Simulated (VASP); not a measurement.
# WS2 (R3m) in VASP: notebook

One crystal, WS2, is run at these levels: PBEsol; tasks: single point.

All numbers are computed with VASP 6.6.1; they aren't measurements. Logs are shortened: lines on timing, memory, paths and dates and some standing lists are left out, and cuts for length are marked.

**1. Starting point**

It takes space group R3m (No. 160, trigonal). Conventional cell: a = 3.158 Å, b = 3.158 Å, c = 18.490 Å, α = 90.00°, β = 90.00°, γ = 120.00°. W (site symmetry 3m) is surrounded by 6 S at 2.39 to 2.42 Å. S (site symmetry 3m) is surrounded by 3 W at 2.39 Å. S (site symmetry 3m) is surrounded by 3 W at 2.42 Å.

Measurements of this composition are mostly on another form, of space group No. 194.

**2. Single point, PBEsol, collinear spin, typed start**

Contents of INCAR:

```
SYSTEM = WS2
ALGO = Normal ; EDIFF = 1E-6
ENCUT = 520 ; GGA = PS
ISIF = 2 ; ISMEAR = 0
ISPIN = 2 ; LASPH = .True.
LCHARG = .False. ; LMAXMIX = 4
LORBIT = 11 ; LREAL = .False.
LWAVE = .False. ; MAGMOM = 2 0 0
NBANDS = 24 ; NELM = 150
PREC = Accurate ; SIGMA = 0.05
```

Contents of KPOINTS:

```
k-points
0
Gamma
  7 7 7
  0 0 0
```

Contents of POSCAR:

```
WS2
1.0
    1.5790001700      0.9116361700      6.1633291500
   -1.5790001700      0.9116361700      6.1633291500
    0.0000000000     -1.8232723400      6.1633291500
W S
1 2
Direct
    0.0000000000      0.0000000000      0.0000000000
    0.7503000000      0.7503000000      0.7503000000
    0.5810000000      0.5810000000      0.5810000000
```

Potentials or basis: VASP PAW PBE potentials, release 64 (W_sv, S).

Command:

```bash
cat potpaw_PBE.64/W_sv/POTCAR potpaw_PBE.64/S/POTCAR > POTCAR
mpirun -np 1 vasp_std > vasp.out
```

OUTCAR:

```text
SYSTEM = WS2
   EDIFF = 1E-6
   ENCUT = 520
   GGA = PS
   ISIF = 2
   ISMEAR = 0
   ISPIN = 2
   LASPH = .True.
   LORBIT = 11
   LREAL = .False.
   NELM = 150
   PREC = Accurate

 ion  position               nearest neighbor table
   1  0.000  0.000  0.000-   2 2.39   2 2.39   2 2.39   3 2.42   3 2.42   3 2.42
   2  0.750  0.750  0.750-   1 2.39   1 2.39   1 2.39
   3  0.581  0.581  0.581-   1 2.42   1 2.42   1 2.42

  LATTYP: Found a trigonal (rhomboedric) cell.
 ALAT       =     6.4273593532
 COS(alpha) =     0.8792939097

  Lattice vectors:

 A1 = (   1.5790001700,   0.9116361700,   6.1633291500)
 A2 = (  -1.5790001700,   0.9116361700,   6.1633291500)
 A3 = (   0.0000000000,  -1.8232723400,   6.1633291500)

Analysis of symmetry for initial positions (statically):
=====================================================================
 Subroutine PRICEL returns:
 Original cell was already a primitive cell.

 Routine SETGRP: Setting up the symmetry group for a
 trigonal (rhombohedral) supercell.

 Subroutine GETGRP returns: Found  6 space group operations
 (whereof  6 operations were pure point group operations)
 out of a pool of 12 trial point group operations.

The static configuration has the point symmetry C_3v.

Analysis of symmetry for dynamics (positions and initial velocities):
=====================================================================
 Subroutine PRICEL returns:
 Original cell was already a primitive cell.

 Routine SETGRP: Setting up the symmetry group for a
 trigonal (rhombohedral) supercell.

 Subroutine GETGRP returns: Found  6 space group operations
 (whereof  6 operations were pure point group operations)
 out of a pool of 12 trial point group operations.

The dynamic configuration has the point symmetry C_3v.

Analysis of structural, dynamic, and magnetic symmetry:
=====================================================================
 Subroutine PRICEL returns:
 Original cell was already a primitive cell.

 Routine SETGRP: Setting up the symmetry group for a
 trigonal (rhombohedral) supercell.

 Subroutine GETGRP returns: Found  6 space group operations
 (whereof  6 operations were pure point group operations)
 out of a pool of 12 trial point group operations.

The overall configuration has the point symmetry C_3v.

 Subroutine INISYM returns: Found  6 space group operations
 (whereof  6 operations are pure point group operations),
 and found     1 'primitive' translations

[... 118 lines left out ...]
  Fermi-wavevector in a.u.,A,eV,Ry     =   1.289266  2.436359 22.615694  1.662207
  Thomas-Fermi vector in A             =   2.421169
   LORBIT       =     11    0 simple, 1 ext, 2 COOP (PROOUT), +10 PAW based schemes
   GGA     = PS    functional components
   LHFCALC =     F    Hartree Fock is set to
   AEXX    =    0.0000 exact exchange contribution
   IVDW    =     0    specifies the selected vdW correction
   LEPSILON=     F    determine dielectric tensor
   LRPA    =     F    only Hartree local field effects (RPA)
 spin polarized calculation
 Gauss-broadening in eV      SIGMA  =   0.05
  energy-cutoff  :      520.00
  volume of cell :       53.23
 maximum number of plane-waves:      1442
   NGX = 23   NGY = 23   NGZ = 23

 number of electron      26.0000001 magnetization      -0.0001056

 number of electron      26.0000001 magnetization       0.0000680

 Free energy of the ion-electron system (eV)
  ---------------------------------------------------
  ext. energy  EPLUGINS =         0.00000000
  ---------------------------------------------------
  free energy    TOTEN  =       -25.26444551 eV

  energy without entropy =      -25.26444551  energy(sigma->0) =      -25.26444551

 E-fermi :   7.6602     XC(G=0): -11.1158

 val. band max:        7.3758329675   @ k =   0.4286   0.4286   0.4286
 cond. band min:       8.4851074992   @ k =  -0.1429   0.1429   0.0000
 fundamental gap:      1.1092745316
 Fermi energy:         7.6601997947

 spin component 1

 k-point     1 :       0.0000    0.0000    0.0000
  band No.  band energies     occupation
      1     -67.1914      1.00000
      2     -31.4603      1.00000
      3     -31.2789      1.00000
      4     -31.2789      1.00000
      5      -8.2559      1.00000
      6      -6.2416      1.00000
[... 637 lines left out ...]
     23      18.5334      0.00000
     24      19.3352      0.00000

 [... further k-points ...]

 spin component 2

 k-point     1 :       0.0000    0.0000    0.0000
  band No.  band energies     occupation
      1     -67.1914      1.00000
      2     -31.4603      1.00000
      3     -31.2789      1.00000
      4     -31.2789      1.00000
      5      -8.2559      1.00000
      6      -6.2416      1.00000
[... 637 lines left out ...]
     23      18.5334      0.00000
     24      19.3352      0.00000

 [... further k-points ...]
[... 5 lines left out ...]
  --------------------------------------------------------------------------------------
  -------------------------------------------------------------------------------------
  Total       -0.2880965     -0.2880965      0.0619654      0.0000000      0.0000000      0.0000000
  in kB       -8.6711795     -8.6711794      1.8650464      0.0000000      0.0000000      0.0000000
  external PRESSURE =      -5.1591042 kB  Pullay stress =       0.0000000 kB

 VOLUME and BASIS-vectors are now :
 -----------------------------------------------------------------------------
  energy-cutoff  :      520.00
  volume of cell :       53.23
      direct lattice vectors                 reciprocal lattice vectors
     1.579000170  0.911636170  6.163329150     0.316656077  0.182821472  0.054083325
    -1.579000170  0.911636170  6.163329150    -0.316656077  0.182821472  0.054083325
     0.000000000 -1.823272340  6.163329150     0.000000000 -0.365642944  0.054083325

 POSITION                                       TOTAL-FORCE (eV/Angst)
 -----------------------------------------------------------------------------------
      0.00000      0.00000      0.00000         0.000000      0.000000     -0.601625
      0.00000      0.00000     13.87304         0.000000      0.000000      0.250567
      0.00000      0.00000     10.74268         0.000000      0.000000      0.351058
 -----------------------------------------------------------------------------------
    total drift:                                0.000000      0.000000     -0.000001

  FREE ENERGIE OF THE ION-ELECTRON SYSTEM (eV)
  ---------------------------------------------------
  free  energy   TOTEN  =       -25.2644455141 eV

  energy  without entropy=      -25.2644455141  energy(sigma->0) =      -25.26444551

 total charge

# of ion       s       p       d       tot
------------------------------------------
    1        2.325   6.335   3.410  12.071
    2        1.352   2.354   0.000   3.707
    3        1.355   2.337   0.000   3.691
--------------------------------------------------
tot          5.032  11.026   3.410  19.468

 magnetization (x)

# of ion       s       p       d       tot
------------------------------------------
    1        0.000   0.000   0.000   0.000
    2        0.000  -0.000   0.000  -0.000
    3        0.000  -0.000   0.000  -0.000
--------------------------------------------------
tot          0.000  -0.000   0.000  -0.000
```

Run time: 3.1 min. Hardware: 1 thread of Intel Xeon 6975P-C (Granite Rapids), shared host; peak memory 0.43 GiB.

What came out:

| Property | Result |
| --- | --- |
| Free energy | -25.2644 eV |
| Pressure | -0.5 GPa |
| Largest force | 0.602 eV/Å |
| Band gap on the k mesh | 1.11 eV, indirect (least direct gap 2.32 eV) |
| Net moment | 0.00 μB per cell |
| Valence electrons inside the program's atomic spheres | W 12.07; S 3.71, 3.69 |

Forces on the atoms (eV/Å):
```
W    0.000  0.000 -0.602
S    0.000  0.000  0.251
S    0.000  0.000  0.351
```

Stress tensor (GPa, compression positive):
```
-0.87  0.00  0.00
 0.00 -0.87  0.00
 0.00  0.00  0.19
```

Levels at points of the mesh, in eV from the valence-band top:
Spin up:
```tsv
k point	band 11	band 12	band 13	band 14	band 15	band 16
(0.00, 0.00, 0.00)	-2.26	-1.54	-1.20	2.22	2.22	2.58
```
Spin down:
```tsv
k point	band 11	band 12	band 13	band 14	band 15	band 16
(0.00, 0.00, 0.00)	-2.26	-1.54	-1.20	2.22	2.22	2.58
```

Caveat: the PAW data sets were made with another functional, which shifts forces and pressure a little; spin-orbit coupling is left out, which moves the levels of the heavy elements; an odd mesh through Γ misses points on the zone boundary, where band edges often lie.

**3. Single point, PBEsol, collinear spin, zero start**

Contents of INCAR:

```
ALGO = Normal
EDIFF = 1E-7
ENCUT = 520
GGA = PS
ISIF = 2
ISMEAR = 0
ISPIN = 2
LASPH = True
LCHARG = False
LMAXMIX = 4
LORBIT = 11
LREAL = False
LWAVE = False
MAGMOM = 0 0 0
NBANDS = 24
NELM = 150
PREC = Accurate
SIGMA = 0.05
```

Contents of KPOINTS:

```
k-points
0
Gamma
  7 7 7
```

POSCAR is that of step 2.

Potentials or basis: VASP PAW PBE potentials, release 64 (W_sv, S).

Command:

```bash
cat potpaw_PBE.64/W_sv/POTCAR potpaw_PBE.64/S/POTCAR > POTCAR
mpirun -np 1 vasp_std > vasp.out
```

OUTCAR:

```text
EDIFF = 1E-7
   ENCUT = 520
   GGA = PS
   ISIF = 2
   ISMEAR = 0
   ISPIN = 2
   LASPH = True
   LORBIT = 11
   LREAL = False
   NELM = 150
   PREC = Accurate

 ion  position               nearest neighbor table
   1  0.000  0.000  0.000-   2 2.39   2 2.39   2 2.39   3 2.42   3 2.42   3 2.42
   2  0.750  0.750  0.750-   1 2.39   1 2.39   1 2.39
   3  0.581  0.581  0.581-   1 2.42   1 2.42   1 2.42

  LATTYP: Found a trigonal (rhomboedric) cell.
 ALAT       =     6.4273593532
 COS(alpha) =     0.8792939097

  Lattice vectors:

 A1 = (   1.5790001700,   0.9116361700,   6.1633291500)
 A2 = (  -1.5790001700,   0.9116361700,   6.1633291500)
 A3 = (   0.0000000000,  -1.8232723400,   6.1633291500)

Analysis of symmetry for initial positions (statically):
=====================================================================
 Subroutine PRICEL returns:
 Original cell was already a primitive cell.

 Routine SETGRP: Setting up the symmetry group for a
 trigonal (rhombohedral) supercell.

 Subroutine GETGRP returns: Found  6 space group operations
 (whereof  6 operations were pure point group operations)
 out of a pool of 12 trial point group operations.

The static configuration has the point symmetry C_3v.

Analysis of symmetry for dynamics (positions and initial velocities):
=====================================================================
 Subroutine PRICEL returns:
 Original cell was already a primitive cell.

 Routine SETGRP: Setting up the symmetry group for a
 trigonal (rhombohedral) supercell.

 Subroutine GETGRP returns: Found  6 space group operations
 (whereof  6 operations were pure point group operations)
 out of a pool of 12 trial point group operations.

The dynamic configuration has the point symmetry C_3v.

Analysis of structural, dynamic, and magnetic symmetry:
=====================================================================
 Subroutine PRICEL returns:
 Original cell was already a primitive cell.

 Routine SETGRP: Setting up the symmetry group for a
 trigonal (rhombohedral) supercell.

[... 150 lines left out ...]
  ext. energy  EPLUGINS =         0.00000000
  ---------------------------------------------------
  free energy    TOTEN  =       -25.26444562 eV

  energy without entropy =      -25.26444562  energy(sigma->0) =      -25.26444562

 E-fermi :   7.6606     XC(G=0): -11.1156

 val. band max:        7.3760204900   @ k =   0.4286   0.4286   0.4286
 cond. band min:       8.4852920289   @ k =  -0.1429   0.1429   0.0000
 fundamental gap:      1.1092715389
 Fermi energy:         7.6605827132

 spin component 1

 k-point     1 :       0.0000    0.0000    0.0000
  band No.  band energies     occupation
      1     -67.1912      1.00000
      2     -31.4601      1.00000
      3     -31.2788      1.00000
      4     -31.2788      1.00000
      5      -8.2558      1.00000
      6      -6.2415      1.00000
[... 637 lines left out ...]
     23      18.5336      0.00000
     24      19.3354      0.00000

 [... further k-points ...]

 spin component 2

 k-point     1 :       0.0000    0.0000    0.0000
  band No.  band energies     occupation
      1     -67.1912      1.00000
      2     -31.4601      1.00000
      3     -31.2788      1.00000
      4     -31.2788      1.00000
      5      -8.2558      1.00000
      6      -6.2415      1.00000
[... 637 lines left out ...]
     23      18.5336      0.00000
     24      19.3354      0.00000

 [... further k-points ...]
[... 5 lines left out ...]
  --------------------------------------------------------------------------------------
  -------------------------------------------------------------------------------------
  Total       -0.2885223     -0.2885223      0.0608052      0.0000000      0.0000000     -0.0000000
  in kB       -8.6839961     -8.6839960      1.8301265      0.0000000      0.0000000     -0.0000000
  external PRESSURE =      -5.1792886 kB  Pullay stress =       0.0000000 kB

 VOLUME and BASIS-vectors are now :
 -----------------------------------------------------------------------------
  energy-cutoff  :      520.00
  volume of cell :       53.23
      direct lattice vectors                 reciprocal lattice vectors
     1.579000170  0.911636170  6.163329150     0.316656077  0.182821472  0.054083325
    -1.579000170  0.911636170  6.163329150    -0.316656077  0.182821472  0.054083325
     0.000000000 -1.823272340  6.163329150     0.000000000 -0.365642944  0.054083325

 POSITION                                       TOTAL-FORCE (eV/Angst)
 -----------------------------------------------------------------------------------
      0.00000      0.00000      0.00000         0.000000     -0.000000     -0.601589
      0.00000      0.00000     13.87304         0.000000     -0.000000      0.250719
      0.00000      0.00000     10.74268         0.000000      0.000000      0.350870
 -----------------------------------------------------------------------------------
    total drift:                                0.000000      0.000000      0.000070

  FREE ENERGIE OF THE ION-ELECTRON SYSTEM (eV)
  ---------------------------------------------------
  free  energy   TOTEN  =       -25.2644456227 eV

  energy  without entropy=      -25.2644456227  energy(sigma->0) =      -25.26444562

 total charge

# of ion       s       p       d       tot
------------------------------------------
    1        2.325   6.335   3.410  12.071
    2        1.352   2.354   0.000   3.707
    3        1.355   2.337   0.000   3.691
--------------------------------------------------
tot          5.032  11.026   3.410  19.468

 magnetization (x)

# of ion       s       p       d       tot
------------------------------------------
    1       -0.000  -0.000  -0.000  -0.000
    2        0.000   0.000   0.000   0.000
    3       -0.000  -0.000   0.000  -0.000
--------------------------------------------------
tot         -0.000  -0.000  -0.000  -0.000
```

Run time: 3.2 min. Hardware: 1 thread of Intel Xeon 6975P-C (Granite Rapids), shared host; peak memory 0.43 GiB.

Results:

| Item | Value |
| --- | --- |
| Free energy | -25.2644 eV |
| Pressure | -0.5 GPa |
| Largest force | 0.602 eV/Å |
| Band gap on the k mesh | 1.11 eV, indirect (least direct gap 2.32 eV) |
| Net moment | 0.00 μB per cell |
| Valence electrons inside the program's atomic spheres | W 12.07; S 3.71, 3.69 |

Forces on the atoms (eV/Å):
```
W    0.000  0.000 -0.602
S    0.000  0.000  0.251
S    0.000  0.000  0.351
```

Caveat: the PAW data sets were made with another functional, which shifts forces and pressure a little; spin-orbit coupling is left out, which moves the levels of the heavy elements; an odd mesh through Γ misses points on the zone boundary, where band edges often lie.

**4. Single point, PBEsol, collinear spin, zero start**

Contents of INCAR:

```
PREC = Accurate ; ENCUT = 520
EDIFF = 1E-6 ; ISMEAR = 0
SIGMA = 0.05 ; LREAL = False
LASPH = True ; NELM = 150
ALGO = Normal ; ISIF = 2
LWAVE = False ; LCHARG = False
ISPIN = 2 ; MAGMOM = 0 0 0
LORBIT = 11 ; LMAXMIX = 4
GGA = PS ; NBANDS = 24
```

Contents of KPOINTS:

```
regular mesh
0
Gamma
  7 7 7
```

POSCAR is that of step 3.

Command:

```bash
cat potpaw_PBE.64/W_sv/POTCAR potpaw_PBE.64/S/POTCAR > POTCAR
mpirun -np 1 vasp_std > vasp.out
```

It took 2.8 min on 1 thread of Intel Xeon 6975P-C (Granite Rapids), shared host; peak memory 0.43 GiB.

The run converged. Its results:

```
Free energy                                           : -25.2644 eV
Pressure                                              : -0.5 GPa
Largest force                                         : 0.602 eV/Å
Band gap on the k mesh                                : 1.11 eV, indirect (least direct gap 2.32 eV)
Net moment                                            : 0.00 μB per cell
Valence electrons inside the program's atomic spheres : W 12.07; S 3.71, 3.69
```

Forces on the atoms (eV/Å):
```
W    0.000  0.000 -0.602
S    0.000  0.000  0.250
S    0.000  0.000  0.351
```

Stress tensor (GPa, compression positive):
```
-0.86  0.00  0.00
 0.00 -0.86  0.00
 0.00  0.00  0.19
```

Levels at points of the mesh, in eV from the valence-band top:
Spin up:
```
           k point  band 10  band 11  band 12  band 13  band 14  band 15  band 16  band 17
(0.00, 0.00, 0.00)    -2.26    -2.26    -1.54    -1.20     2.22     2.22     2.58     2.58
```
Spin down:
```tsv
k point	band 10	band 11	band 12	band 13	band 14	band 15	band 16	band 17
(0.00, 0.00, 0.00)	-2.26	-2.26	-1.54	-1.20	2.22	2.22	2.58	2.58
```

Caveat: the PAW data sets were made with another functional, which shifts forces and pressure a little; spin-orbit coupling is left out, which moves the levels of the heavy elements; an odd mesh through Γ misses points on the zone boundary, where band edges often lie.
